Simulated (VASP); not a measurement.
# CaSe (Fm-3m) in VASP: a series of runs

One crystal, CaSe, is run at these levels: r2SCAN; tasks: single point.

Everything below comes from runs of VASP 6.6.1. Logs are shortened: lines on timing, memory, paths and dates and some standing lists are left out, and cuts for length are marked.

## 1. The crystal as given

Symmetry: Fm-3m, No. 225, cubic system. Conventional cell: a = 5.912 Å, b = 5.912 Å, c = 5.912 Å, α = 90.00°, β = 90.00°, γ = 90.00°. Se (site symmetry m-3m) has 6 Ca at 2.96 Å as nearest neighbours. Around Ca (site symmetry m-3m) lie 6 Se at 2.96 Å.

## 2. Single point, r2SCAN

Input file INCAR:

```
SYSTEM = CaSe
PREC = Accurate
ENCUT = 350
EDIFF = 1E-6
ISMEAR = 0
SIGMA = 0.05
LREAL = .FALSE.
LASPH = .TRUE.
NELM = 100
ALGO = Normal
ISIF = 2
LWAVE = .FALSE.
LCHARG = .FALSE.
METAGGA = R2SCAN
LMIXTAU = .TRUE.
ADDGRID = .FALSE.
```

Input file KPOINTS:

```
regular mesh
0
G
  6 6 6
  0 0 0
```

Input file POSCAR:

```
CaSe
1.0
    0.0000000000      2.9560000000      2.9560000000
    2.9560000000      0.0000000000      2.9560000000
    2.9560000000      2.9560000000      0.0000000000
Se Ca
1 1
Direct
    0.5137070000      0.4880300000      0.5023060000
    0.0084580000     -0.0027510000     -0.0091450000
```

Potentials or basis: VASP PAW PBE potentials, release 64 (Se, Ca_sv).

Command:

```
$ cat potpaw_PBE.64/Se/POTCAR potpaw_PBE.64/Ca_sv/POTCAR > POTCAR
$ mpirun -np 1 vasp_std > vasp.out
```

OUTCAR:

```text
SYSTEM = CaSe
   PREC = Accurate
   ENCUT = 350
   EDIFF = 1E-6
   ISMEAR = 0
   LREAL = .FALSE.
   LASPH = .TRUE.
   NELM = 100
   ISIF = 2
   METAGGA = R2SCAN

 Found    112 irreducible k-points:

 Following reciprocal coordinates:
            Coordinates               Weight
  0.000000  0.000000  0.000000      1.000000
  0.166667  0.000000  0.000000      2.000000
  0.000000  0.166667  0.000000      2.000000
  0.000000  0.000000  0.166667      2.000000
  0.166667  0.166667  0.166667      2.000000
  0.333333  0.000000  0.000000      2.000000
   k-points           NKPTS =    112   k-points in BZ     NKDIM =    112   number of bands    NBANDS=     12
   number of dos      NEDOS =    301   number of ions     NIONS =      2
   total plane-waves  NPLWV =  21952
   dimension x,y,z NGX =    28 NGY =   28 NGZ =   28
   dimension x,y,z NGXF=    56 NGYF=   56 NGZF=   56
   ions per type =               1   1
   NGX,Y,Z   is equivalent  to a cutoff of  11.13, 11.13, 11.13 a.u.
   NGXF,Y,Z  is equivalent  to a cutoff of  22.27, 22.27, 22.27 a.u.
 SYSTEM =  CaSe
   PREC   = accura    normal or accurate (medium, high low for compatibility)
   ISTART =      0    job   : 0-new  1-cont  2-samecut
   ICHARG =      2    charge: 1-file 2-atom 10-const
   ISPIN  =      1    spin polarized calculation?
   LNONCOLLINEAR =      F non collinear calculations
   LSORBIT =      F    spin-orbit coupling
   LASPH  =      T    aspherical Exc in radial PAW
   ENCUT  =  350.0 eV  25.72 Ry    5.07 a.u.   6.38  6.38  6.38*2*pi/ulx,y,z
   NELM   =    100;   NELMIN=  2; NELMDL= -5     # of ELM steps
   EDIFF  = 0.1E-05   stopping-criterion for ELM
   LREAL  =      F    real-space projection
   EDIFFG = 0.1E-04   stopping-criterion for IOM
   NSW    =      0    number of steps for IOM
   IBRION =     -1    ionic relax: 0-MD 1-quasi-New 2-CG
   NFREE  =      0    steps in history (QN), initial steepest desc. (CG)
   ISIF   =      2    stress and relaxation
   ISYM   =      2    0-nonsym 1-usesym 2-fastsym
   POTIM  = 0.5000    time-step for ionic-motion
   TEBEG  =    0.0;   TEEND  =   0.0 temperature during run
   PSTRESS=    0.0 pullay stress
   NELECT =      16.0000    total number of electrons
   NUPDOWN=      -1.0000    fix difference up-down
   EMIN   =  10.00;   EMAX   =-10.00  energy-range for DOS
   EFERMI =   0.00;   METHOD = LEGACY
   ISMEAR =     0;   SIGMA  =   0.05  broadening in eV -4-tet -1-fermi 0-gaus
   EFERMI_NEDOS =   21; number of points for ismear=-14 and -15
   IALGO  =     38    algorithm
   IMIX   =      4    mixing-type and parameters
     AMIX     =   0.40;   BMIX     =  1.00
     AMIX_MAG =   1.60;   BMIX_MAG =  1.00
  volume/ion in A,a.u.               =      25.83       174.30
  Fermi-wavevector in a.u.,A,eV,Ry     =   1.107645  2.093145 16.692666  1.226876
  Thomas-Fermi vector in A             =   2.244161
   LORBIT       =      0    0 simple, 1 ext, 2 COOP (PROOUT), +10 PAW based schemes
   METAGGA = R2SCAN    functional components
   LHFCALC =     F    Hartree Fock is set to
   AEXX    =    0.0000 exact exchange contribution
   IVDW    =     0    specifies the selected vdW correction
   LEPSILON=     F    determine dielectric tensor
   LRPA    =     F    only Hartree local field effects (RPA)
 non-spin polarized calculation
 Gauss-broadening in eV      SIGMA  =   0.05
  energy-cutoff  :      350.00
  volume of cell :       51.66
 maximum number of plane-waves:       778
 NGX is ok and might be reduce to    28
   NGX = 13   NGY = 13   NGZ = 13

 number of electron      15.9999999 magnetization

 Free energy of the ion-electron system (eV)
  ---------------------------------------------------
  ext. energy  EPLUGINS =         0.00000000
  ---------------------------------------------------
  free energy    TOTEN  =       -25.97133197 eV

  energy without entropy =      -25.97133197  energy(sigma->0) =      -25.97133197

 E-fermi :   2.4174     XC(G=0):  -9.5869

 val. band max:        2.1904300187   @ k =   0.0000   0.0000   0.0000
 cond. band min:       4.6858436906   @ k =   0.5000   0.0000   0.5000
 fundamental gap:      2.4954136719
 Fermi energy:         2.4173919893

 k-point     1 :       0.0000    0.0000    0.0000
  band No.  band energies     occupation
      1     -39.0930      2.00000
      2     -19.2060      2.00000
      3     -19.2054      2.00000
      4     -19.2053      2.00000
      5     -10.0047      2.00000
      6       2.1885      2.00000
      7       2.1902      2.00000
      8       2.1904      2.00000
      9       6.3447      0.00000
     10       6.4241      0.00000
     11       6.4293      0.00000
     12       6.4309      0.00000

 k-point     2 :       0.1667    0.0000    0.0000
  band No.  band energies     occupation
      1     -39.0914      2.00000
      2     -19.2358      2.00000
      3     -19.2077      2.00000
      4     -19.2072      2.00000
      5      -9.8381      2.00000
      6       1.0506      2.00000
      7       1.8128      2.00000
      8       1.8152      2.00000
      9       6.4058      0.00000
     10       6.7929      0.00000
     11       6.7938      0.00000
     12       7.6725      0.00000

 k-point     3 :       0.0000    0.1667    0.0000
  band No.  band energies     occupation
      1     -39.0914      2.00000
      2     -19.2358      2.00000
      3     -19.2076      2.00000
      4     -19.2073      2.00000
      5      -9.8381      2.00000
      6       1.0512      2.00000
      7       1.8121      2.00000
      8       1.8142      2.00000
      9       6.4078      0.00000
     10       6.7928      0.00000
     11       6.7950      0.00000
     12       7.6821      0.00000

 k-point     4 :       0.0000    0.0000    0.1667
  band No.  band energies     occupation
      1     -39.0914      2.00000
      2     -19.2359      2.00000
      3     -19.2076      2.00000
      4     -19.2072      2.00000
      5      -9.8382      2.00000
      6       1.0517      2.00000
      7       1.8121      2.00000
      8       1.8127      2.00000
      9       6.4095      0.00000
     10       6.7936      0.00000
     11       6.7951      0.00000
     12       7.6916      0.00000

 k-point     5 :       0.1667    0.1667    0.1667
  band No.  band energies     occupation
      1     -39.0914      2.00000
      2     -19.2357      2.00000
      3     -19.2076      2.00000
      4     -19.2073      2.00000
      5      -9.8381      2.00000
      6       1.0509      2.00000
      7       1.8125      2.00000
      8       1.8147      2.00000
      9       6.4067      0.00000
     10       6.7927      0.00000
     11       6.7946      0.00000
     12       7.6769      0.00000

 k-point     6 :       0.3333    0.0000    0.0000
  band No.  band energies     occupation
      1     -39.0880      2.00000
      2     -19.2946      2.00000
      3     -19.2113      2.00000
      4     -19.2109      2.00000
      5      -9.4771      2.00000
      6      -0.4674      2.00000
      7       1.2377      2.00000
      8       1.2394      2.00000
      9       6.7192      0.00000
     10       7.6544      0.00000
     11       7.6552      0.00000
     12       8.9774      0.00000

 [... further k-points ...]
[... 5 lines left out ...]
  --------------------------------------------------------------------------------------
  -------------------------------------------------------------------------------------
  Total        0.2556546      0.3113501      0.2581967     -0.0016654      0.0030886      0.0008438
  in kB        7.9290463      9.6564229      8.0078883     -0.0516526      0.0957927      0.0261688
  external PRESSURE =       8.5311192 kB  Pullay stress =       0.0000000 kB

 VOLUME and BASIS-vectors are now :
 -----------------------------------------------------------------------------
  energy-cutoff  :      350.00
  volume of cell :       51.66
      direct lattice vectors                 reciprocal lattice vectors
     0.000000000  2.956000000  2.956000000    -0.169147497  0.169147497  0.169147497
     2.956000000  0.000000000  2.956000000     0.169147497 -0.169147497  0.169147497
     2.956000000  2.956000000  0.000000000     0.169147497  0.169147497 -0.169147497

 POSITION                                       TOTAL-FORCE (eV/Angst)
 -----------------------------------------------------------------------------------
      2.92743      3.00333      2.96113        -0.022485     -0.170422      0.039995
      5.87684      2.95397      2.97287         0.022485      0.170422     -0.039995
 -----------------------------------------------------------------------------------
    total drift:                                0.000635      0.001700      0.001331

  FREE ENERGIE OF THE ION-ELECTRON SYSTEM (eV)
  ---------------------------------------------------
  free  energy   TOTEN  =       -25.9713319730 eV

  energy  without entropy=      -25.9713319730  energy(sigma->0) =      -25.97133197
```

It took 2.5 min on 1 thread of Intel Xeon Platinum 8488C (Sapphire Rapids), shared host; peak memory 0.19 GiB.

These settings aren't checked as converged: the numbers below hold their error.

What came out:

* Free energy: -25.9713 eV
* Pressure: 0.9 GPa
* Largest force: 0.176 eV/Å
* Band gap on the k mesh: 2.50 eV, indirect (least direct gap 3.44 eV)

Caveat: the PAW data sets were made with another functional, which shifts forces and pressure a little.

## 3. Single point, r2SCAN

INCAR, as its differences from that of step 2:

```diff
@@ -2,3 +2,3 @@
 PREC = Accurate
-ENCUT = 350
+ENCUT = 550
 EDIFF = 1E-6
```

Input file KPOINTS:

```
regular mesh
0
G
  5 5 5
  0 0 0
```

Input file POSCAR:

```
CaSe
1.0
    0.0000000000      2.9560000000      2.9560000000
    2.9560000000      0.0000000000      2.9560000000
    2.9560000000      2.9560000000      0.0000000000
Se Ca
1 1
Direct
    0.5000000000      0.5000000000      0.5000000000
    0.0000000000      0.0000000000      0.0000000000
```

Potentials or basis: VASP PAW PBE potentials, release 64 (Se, Ca_sv).

Command:

```
$ cat potpaw_PBE.64/Se/POTCAR potpaw_PBE.64/Ca_sv/POTCAR > POTCAR
$ mpirun -np 1 vasp_std > vasp.out
```

It took 24 s on 1 thread of Intel Xeon Platinum 8488C (Sapphire Rapids), shared host; peak memory 0.18 GiB.

The run converged, but some of its settings lie outside the range that counts as converged, so its numbers aren't taken as properties of the crystal.

What came out:

```
Free energy            : -25.9748 eV
Pressure               : 0.9 GPa
Band gap on the k mesh : 2.61 eV, indirect (least direct gap 3.51 eV)
```

Caveat: the PAW data sets were made with another functional, which shifts forces and pressure a little; an odd mesh through Γ misses points on the zone boundary, where band edges often lie.

## 4. Single point, r2SCAN

INCAR is that of step 3.

KPOINTS is that of step 3.

Input file POSCAR:

```
CaSe
1.0
    0.0000000000      2.9560000000      2.9560000000
    2.9560000000      0.0000000000      2.9560000000
    2.9560000000      2.9560000000      0.0000000000
Se Ca
1 1
Direct
    0.5137070000      0.4880300000      0.5023060000
    0.0084580000     -0.0027510000     -0.0091450000
```

Command:

```
$ cat potpaw_PBE.64/Se/POTCAR potpaw_PBE.64/Ca_sv/POTCAR > POTCAR
$ mpirun -np 1 vasp_std > vasp.out
```

Wall time 88 s (1 thread of Intel Xeon Platinum 8488C (Sapphire Rapids), shared host); peak memory 0.21 GiB.

These settings aren't checked as converged: the numbers below hold their error.

Results:

| Item | Value |
| --- | --- |
| Free energy | -25.9704 eV |
| Pressure | 0.9 GPa |
| Largest force | 0.175 eV/Å |
| Band gap on the k mesh | 2.62 eV, indirect (least direct gap 3.51 eV) |

Caveat: the PAW data sets were made with another functional, which shifts forces and pressure a little; an odd mesh through Γ misses points on the zone boundary, where band edges often lie.

(Continued in part 2 of 2.)
